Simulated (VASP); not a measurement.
# Pt (Im-3m) in VASP: further runs

The runs below take Pt through band structure, with PBE, PBEsol.

All numbers are computed with VASP 6.6.1; they aren't measurements. Logs are shortened: lines on timing, memory, paths and dates and some standing lists are left out, and cuts for length are marked.

## Step 1: The crystal as given

It takes space group Im-3m (No. 229, cubic). Conventional cell: a = 3.168 Å, b = 3.168 Å, c = 3.168 Å, α = 90.00°, β = 90.00°, γ = 90.00°. Around Pt (site symmetry m-3m) lie 8 Pt at 2.74 Å.

This isn't the form of Pt at room conditions, which is fcc.

## Step 2: Band structure, PBE

Contents of POSCAR:

```
Pt
1.0
   -1.5842200000      1.5842200000      1.5842200000
    1.5842200000     -1.5842200000      1.5842200000
    1.5842200000      1.5842200000     -1.5842200000
Pt
1
Direct
    0.0000000000      0.0000000000      0.0000000000
```

Contents of INCAR.step1:

```
  PREC = Accurate
  ENCUT = 520
  EDIFF = 1E-6
  ISMEAR = -1
  SIGMA = 0.05
  LREAL = False
  LASPH = True
  NELM = 60
  ALGO = Normal
  ISIF = 2
  LWAVE = False
  LCHARG = True
  LMAXMIX = 4
  GGA = PE
```

Contents of KPOINTS.step1:

```
regular mesh
0
Gamma
  12 12 12
```

Contents of INCAR.step2:

```
  PREC = Accurate
  ENCUT = 520
  EDIFF = 1E-6
  ISMEAR = 0
  SIGMA = 0.05
  LREAL = False
  LASPH = True
  NELM = 60
  ALGO = Normal
  ISIF = 2
  LWAVE = False
  LCHARG = False
  LMAXMIX = 4
  GGA = PE
  ICHARG = 11
```

Contents of KPOINTS.step2:

```
path GHNGPH,PN
20
line-mode
reciprocal
 0.0000000000  0.0000000000  0.0000000000  G
 0.5000000000 -0.5000000000  0.5000000000  H

 0.5000000000 -0.5000000000  0.5000000000  H
 0.0000000000  0.0000000000  0.5000000000  N

 0.0000000000  0.0000000000  0.5000000000  N
 0.0000000000  0.0000000000  0.0000000000  G

 0.0000000000  0.0000000000  0.0000000000  G
 0.2500000000  0.2500000000  0.2500000000  P

 0.2500000000  0.2500000000  0.2500000000  P
 0.5000000000 -0.5000000000  0.5000000000  H

 0.2500000000  0.2500000000  0.2500000000  P
 0.0000000000  0.0000000000  0.5000000000  N
```

Potentials or basis: VASP PAW PBE potentials, release 64 (Pt).

Launch:

```console
$ cat potpaw_PBE.64/Pt/POTCAR > POTCAR
$ cp INCAR.step1 INCAR
$ cp KPOINTS.step1 KPOINTS
$ mpirun -np 1 vasp_std > vasp.out
$ cp INCAR.step2 INCAR
$ cp KPOINTS.step2 KPOINTS
$ mpirun -np 1 vasp_std > vasp.out
```

OUTCAR:

```text
PREC = Accurate
   ENCUT = 520
   EDIFF = 1E-6
   ISMEAR = 0
   LREAL = False
   LASPH = True
   NELM = 60
   ISIF = 2
   GGA = PE
   ICHARG = 11

 ion  position               nearest neighbor table
   1  0.000  0.000  0.000-

  LATTYP: Found a body centered cubic cell.
 ALAT       =     3.1684400000

  Lattice vectors:

 A1 = (  -1.5842200000,   1.5842200000,   1.5842200000)
 A2 = (   1.5842200000,  -1.5842200000,   1.5842200000)
 A3 = (   1.5842200000,   1.5842200000,  -1.5842200000)

Analysis of symmetry for initial positions (statically):
=====================================================================
 Subroutine PRICEL returns:
 Original cell was already a primitive cell.

 Routine SETGRP: Setting up the symmetry group for a
 body centered cubic supercell.

 Subroutine GETGRP returns: Found 48 space group operations
 (whereof 48 operations were pure point group operations)
 out of a pool of 48 trial point group operations.

The static configuration has the point symmetry O_h .

Analysis of symmetry for dynamics (positions and initial velocities):
=====================================================================
 Subroutine PRICEL returns:
 Original cell was already a primitive cell.

 Routine SETGRP: Setting up the symmetry group for a
 body centered cubic supercell.

 Subroutine GETGRP returns: Found 48 space group operations
 (whereof 48 operations were pure point group operations)
 out of a pool of 48 trial point group operations.

The dynamic configuration has the point symmetry O_h .

 Subroutine INISYM returns: Found 48 space group operations
 (whereof 48 operations are pure point group operations),
 and found     1 'primitive' translations

----------------------------------------------------------------------------------------

                                     Primitive cell

  volume of cell :      15.9040

  direct lattice vectors                    reciprocal lattice vectors
    -1.584220000  1.584220000  1.584220000     0.000000000  0.315612731  0.315612731
     1.584220000 -1.584220000  1.584220000     0.315612731  0.000000000  0.315612731
     1.584220000  1.584220000 -1.584220000     0.315612731  0.315612731  0.000000000

  length of vectors
     2.743949530  2.743949530  2.743949530     0.446343804  0.446343804  0.446343804

  position of ions in fractional coordinates (direct lattice)
     0.000000000  0.000000000  0.000000000

  ion indices of the primitive-cell ions
   primitive index   ion index
                 1           1

----------------------------------------------------------------------------------------

 KPOINTS: path GHNGPH,PN

Interpolating k-points between supplied coordinates.

 Line segments in fractional coordinates (reciprocal lattice):
    0.000000  0.000000  0.000000  ...  0.500000 -0.500000  0.500000
    0.500000 -0.500000  0.500000  ...  0.000000  0.000000  0.500000
    0.000000  0.000000  0.500000  ...  0.000000  0.000000  0.000000
    0.000000  0.000000  0.000000  ...  0.250000  0.250000  0.250000
    0.250000  0.250000  0.250000  ...  0.500000 -0.500000  0.500000
    0.250000  0.250000  0.250000  ...  0.000000  0.000000  0.500000

 Generated    20 points on each line segment, for a total of    120 k-points:

 Following reciprocal coordinates:
            Coordinates               Weight
  0.000000  0.000000  0.000000      0.008333
  0.026316 -0.026316  0.026316      0.008333
  0.052632 -0.052632  0.052632      0.008333
  0.078947 -0.078947  0.078947      0.008333
  0.105263 -0.105263  0.105263      0.008333
  0.131579 -0.131579  0.131579      0.008333
[... 16 lines left out ...]
  0.447368 -0.447368  0.500000      0.008333
  0.421053 -0.421053  0.500000      0.008333
 [... further k-points ...]
   k-points           NKPTS =    120   k-points in BZ     NKDIM =    120   number of bands    NBANDS=      9
   number of dos      NEDOS =    301   number of ions     NIONS =      1
   total plane-waves  NPLWV =   8000
   dimension x,y,z NGX =    20 NGY =   20 NGZ =   20
   dimension x,y,z NGXF=    40 NGYF=   40 NGZF=   40
   ions per type =               1
   NGX,Y,Z   is equivalent  to a cutoff of  12.12, 12.12, 12.12 a.u.
   NGXF,Y,Z  is equivalent  to a cutoff of  24.23, 24.23, 24.23 a.u.
 SYSTEM =  unknown system
   PREC   = accura    normal or accurate (medium, high low for compatibility)
   ISTART =      0    job   : 0-new  1-cont  2-samecut
   ICHARG =     11    charge: 1-file 2-atom 10-const
   ISPIN  =      1    spin polarized calculation?
   LNONCOLLINEAR =      F non collinear calculations
   LSORBIT =      F    spin-orbit coupling
   LASPH  =      T    aspherical Exc in radial PAW
   ENCUT  =  520.0 eV  38.22 Ry    6.18 a.u.   5.10  5.10  5.10*2*pi/ulx,y,z
   NELM   =     60;   NELMIN=  2; NELMDL=  0     # of ELM steps
   EDIFF  = 0.1E-05   stopping-criterion for ELM
   LREAL  =      F    real-space projection
   EDIFFG = 0.1E-04   stopping-criterion for IOM
   NSW    =      0    number of steps for IOM
   IBRION =     -1    ionic relax: 0-MD 1-quasi-New 2-CG
   NFREE  =      0    steps in history (QN), initial steepest desc. (CG)
   ISIF   =      2    stress and relaxation
   ISYM   =      2    0-nonsym 1-usesym 2-fastsym
   POTIM  = 0.5000    time-step for ionic-motion
   TEBEG  =    0.0;   TEEND  =   0.0 temperature during run
   PSTRESS=    0.0 pullay stress
   NELECT =      10.0000    total number of electrons
   NUPDOWN=      -1.0000    fix difference up-down
   EMIN   =  10.00;   EMAX   =-10.00  energy-range for DOS
   EFERMI =   0.00;   METHOD = LEGACY
   ISMEAR =     0;   SIGMA  =   0.05  broadening in eV -4-tet -1-fermi 0-gaus
   EFERMI_NEDOS =   21; number of points for ismear=-14 and -15
   IALGO  =     38    algorithm
   IMIX   =      4    mixing-type and parameters
     AMIX     =   0.40;   BMIX     =  1.00
     AMIX_MAG =   1.60;   BMIX_MAG =  1.00
  volume/ion in A,a.u.               =      15.90       107.33
  Fermi-wavevector in a.u.,A,eV,Ry     =   1.402510  2.650360 26.763132  1.967035
  Thomas-Fermi vector in A             =   2.525265
   LORBIT       =      0    0 simple, 1 ext, 2 COOP (PROOUT), +10 PAW based schemes
   GGA     = PE    functional components
   LHFCALC =     F    Hartree Fock is set to
   AEXX    =    0.0000 exact exchange contribution
   IVDW    =     0    specifies the selected vdW correction
   LEPSILON=     F    determine dielectric tensor
   LRPA    =     F    only Hartree local field effects (RPA)
 non-spin polarized calculation
 Gauss-broadening in eV      SIGMA  =   0.05
  energy-cutoff  :      520.00
  volume of cell :       15.90
 maximum number of plane-waves:       444

 number of electron      10.0000000 magnetization

 Free energy of the ion-electron system (eV)
  ---------------------------------------------------
  ext. energy  EPLUGINS =         0.00000000
  ---------------------------------------------------
  free energy    TOTEN  =        -5.89313105 eV

  energy without entropy =       -5.89167034  energy(sigma->0) =       -5.89240070

 E-fermi :  10.4646     XC(G=0): -13.1648

 val. band max:       10.4644087067   @ k =   0.4474  -0.4474   0.4474
 cond. band min:      10.4663115007   @ k =   0.4868  -0.4605   0.4868
 fundamental gap:      0.0019027940
 Fermi energy:        10.4645971993

 k-point     1 :       0.0000    0.0000    0.0000
  band No.  band energies     occupation
      1       0.6544      2.00000
      2       6.6395      2.00000
      3       6.6395      2.00000
      4       6.6395      2.00000
      5       9.0962      2.00000
      6       9.0962      2.00000
      7      27.1837      0.00000
      8      27.1837      0.00000
      9      27.1837      0.00000

 k-point     2 :       0.0263   -0.0263    0.0263
  band No.  band energies     occupation
      1       0.7108      2.00000
      2       6.6401      2.00000
      3       6.6401      2.00000
      4       6.6615      2.00000
      5       9.0505      2.00000
      6       9.1133      2.00000
      7      27.1813      0.00000
      8      27.2659      0.00000
      9      27.2659      0.00000

 k-point     3 :       0.0526   -0.0526    0.0526
  band No.  band energies     occupation
      1       0.8787      2.00000
      2       6.6433      2.00000
      3       6.6433      2.00000
      4       6.7274      2.00000
      5       8.9160      2.00000
      6       9.1629      2.00000
      7      27.1774      0.00000
      8      27.5069      0.00000
      9      27.5069      0.00000

 k-point     4 :       0.0789   -0.0789    0.0789
  band No.  band energies     occupation
      1       1.1540      2.00000
      2       6.6533      2.00000
      3       6.6533      2.00000
      4       6.8361      2.00000
      5       8.7005      2.00000
      6       9.2407      2.00000
      7      27.1800      0.00000
      8      27.8872      0.00000
      9      27.8872      0.00000
[... 205 lines left out ...]
 k-point    22 :       0.4737   -0.4737    0.5000
  band No.  band energies     occupation
      1       4.0922      2.00000
      2       4.0950      2.00000
      3      10.5282      0.07186
      4      10.5480      0.01833
      5      10.6024      0.00010
      6      17.6548      0.00000
      7      17.7084      0.00000
      8      17.8203      0.00000
      9      22.9447      0.00000

 k-point    23 :       0.4474   -0.4474    0.5000
  band No.  band energies     occupation
      1       4.1356      2.00000
      2       4.1475      2.00000
      3      10.3265      1.99991
      4      10.3981      1.94018
      5      10.6124      0.00003
      6      17.4478      0.00000
      7      17.6240      0.00000
      8      18.0610      0.00000
      9      23.4248      0.00000

 k-point    24 :       0.4211   -0.4211    0.5000
  band No.  band energies     occupation
      1       4.2056      2.00000
      2       4.2348      2.00000
      3      10.0207      2.00000
      4      10.1589      2.00000
      5      10.6288      0.00000
      6      17.1898      0.00000
      7      17.4826      0.00000
      8      18.4311      0.00000
      9      24.1113      0.00000

 [... further k-points ...]

------------------------ aborting loop because EDIFF is reached ----------------------------------------

  FORCE on cell =-STRESS in cart. coord.  units (eV):
  Direction    XX          YY          ZZ          XY          YZ          ZX
  --------------------------------------------------------------------------------------
  -------------------------------------------------------------------------------------
  Total        2.5042913      2.5042913      2.5042913     -0.0000000     -0.0000000     -0.0000000
  in kB      252.2835667    252.2835667    252.2835667     -0.0000000     -0.0000000     -0.0000000
  external PRESSURE =     252.2835667 kB  Pullay stress =       0.0000000 kB

 VOLUME and BASIS-vectors are now :
 -----------------------------------------------------------------------------
  energy-cutoff  :      520.00
  volume of cell :       15.90
      direct lattice vectors                 reciprocal lattice vectors
    -1.584220000  1.584220000  1.584220000     0.000000000  0.315612731  0.315612731
     1.584220000 -1.584220000  1.584220000     0.315612731  0.000000000  0.315612731
     1.584220000  1.584220000 -1.584220000     0.315612731  0.315612731  0.000000000

 POSITION                                       TOTAL-FORCE (eV/Angst)
 -----------------------------------------------------------------------------------
      0.00000      0.00000      0.00000         0.000000     -0.000000     -0.000000
 -----------------------------------------------------------------------------------
    total drift:                                0.000000     -0.000000      0.000000

  FREE ENERGIE OF THE ION-ELECTRON SYSTEM (eV)
  ---------------------------------------------------
  free  energy   TOTEN  =        -5.8931310473 eV

  energy  without entropy=       -5.8916703450  energy(sigma->0) =       -5.89240070
```

Run time: 10 s. Hardware: 1 thread of Intel Xeon 6975P-C (Granite Rapids), shared host; peak memory 0.13 GiB.

What came out:

- Band gap along the path: none (metal or under the smearing width)

Levels at the corners of the path, in eV from the Fermi level:
| point | band 1 | band 2 | band 3 | band 4 | band 5 | band 6 | band 7 | band 8 | band 9 |
| --- | --- | --- | --- | --- | --- | --- | --- | --- | --- |
| Γ | -9.36 | -3.37 | -3.37 | -3.37 | -0.92 | -0.92 | 17.17 | 17.17 | 17.17 |
| H | -5.93 | -5.93 | 0.59 | 0.59 | 0.59 | 7.73 | 7.73 | 7.73 | 12.76 |
| H | -5.93 | -5.93 | 0.59 | 0.59 | 0.59 | 7.73 | 7.73 | 7.73 | 12.76 |
| N | -6.43 | -4.78 | -1.09 | -0.60 | 0.36 | 1.10 | 6.31 | 13.34 | 15.87 |
| N | -6.43 | -4.78 | -1.09 | -0.60 | 0.36 | 1.10 | 6.31 | 13.34 | 15.87 |
| Γ | -9.36 | -3.37 | -3.37 | -3.37 | -0.92 | -0.92 | 17.17 | 17.17 | 17.17 |
| Γ | -9.36 | -3.37 | -3.37 | -3.37 | -0.92 | -0.92 | 17.17 | 17.17 | 17.17 |
| P | -4.16 | -4.16 | -4.16 | -0.53 | -0.53 | 4.82 | 9.43 | 9.43 | 9.43 |
| P | -4.16 | -4.16 | -4.16 | -0.53 | -0.53 | 4.82 | 9.43 | 9.43 | 9.43 |
| H | -5.93 | -5.93 | 0.59 | 0.59 | 0.59 | 7.73 | 7.73 | 7.73 | 12.76 |
| P | -4.16 | -4.16 | -4.16 | -0.53 | -0.53 | 4.82 | 9.43 | 9.43 | 9.43 |
| N | -6.43 | -4.78 | -1.09 | -0.60 | 0.36 | 1.10 | 6.31 | 13.34 | 15.87 |

Caveat: the log is that of the step along the path at fixed density, whose energy, stress, charges and moments have no meaning; spin-orbit coupling is left out, which moves the levels of the heavy elements.

## Step 3: Band structure, PBEsol

POSCAR is that of step 2.

INCAR.step1, as its differences from that of step 2:

```diff
@@ -13,2 +13,2 @@
   LMAXMIX = 4
-  GGA = PE
+  GGA = PS
```

KPOINTS.step1 is that of step 2.

INCAR.step2, as its differences from that of step 2:

```diff
@@ -13,3 +13,3 @@
   LMAXMIX = 4
-  GGA = PE
+  GGA = PS
   ICHARG = 11
```

KPOINTS.step2 is that of step 2.

Potentials or basis: VASP PAW PBE potentials, release 64 (Pt).

Launch:

```console
$ cat potpaw_PBE.64/Pt/POTCAR > POTCAR
$ cp INCAR.step1 INCAR
$ cp KPOINTS.step1 KPOINTS
$ mpirun -np 1 vasp_std > vasp.out
$ cp INCAR.step2 INCAR
$ cp KPOINTS.step2 KPOINTS
$ mpirun -np 1 vasp_std > vasp.out
```

Wall time 10 s (1 thread of Intel Xeon 6975P-C (Granite Rapids), shared host); peak memory 0.13 GiB.

It converged, with:

| Item | Value |
| --- | --- |
| Band gap along the path | none (metal or under the smearing width) |

Levels at the corners of the path, in eV from the Fermi level:
```tsv
point	band 3	band 4	band 5	band 6	band 7	band 8
Γ	-3.38	-3.38	-0.90	-0.90	17.15	17.15
H	0.59	0.59	0.59	7.66	7.66	7.66
H	0.59	0.59	0.59	7.66	7.66	7.66
N	-1.08	-0.58	0.29	1.11	6.28	13.30
N	-1.08	-0.58	0.29	1.11	6.28	13.30
Γ	-3.38	-3.38	-0.90	-0.90	17.15	17.15
Γ	-3.38	-3.38	-0.90	-0.90	17.15	17.15
P	-4.19	-0.51	-0.51	4.75	9.39	9.39
P	-4.19	-0.51	-0.51	4.75	9.39	9.39
H	0.59	0.59	0.59	7.66	7.66	7.66
P	-4.19	-0.51	-0.51	4.75	9.39	9.39
N	-1.08	-0.58	0.29	1.11	6.28	13.30
```

Caveat: the log is that of the step along the path at fixed density, whose energy, stress, charges and moments have no meaning; the PAW data sets were made with another functional, which shifts forces and pressure a little; spin-orbit coupling is left out, which moves the levels of the heavy elements.

## Step 4: The reference run

An earlier run on the cell as given: functional PBEsol; potentials or basis VASP PAW PBE potentials, release 64 (Pt); cutoff 520 eV; k mesh 12 × 12 × 12; occupations fermi-dirac, width 0.05 eV; no spin polarisation.

* Pressure: -11.6 GPa
* Band gap on the k mesh: none (metal or under the smearing width)
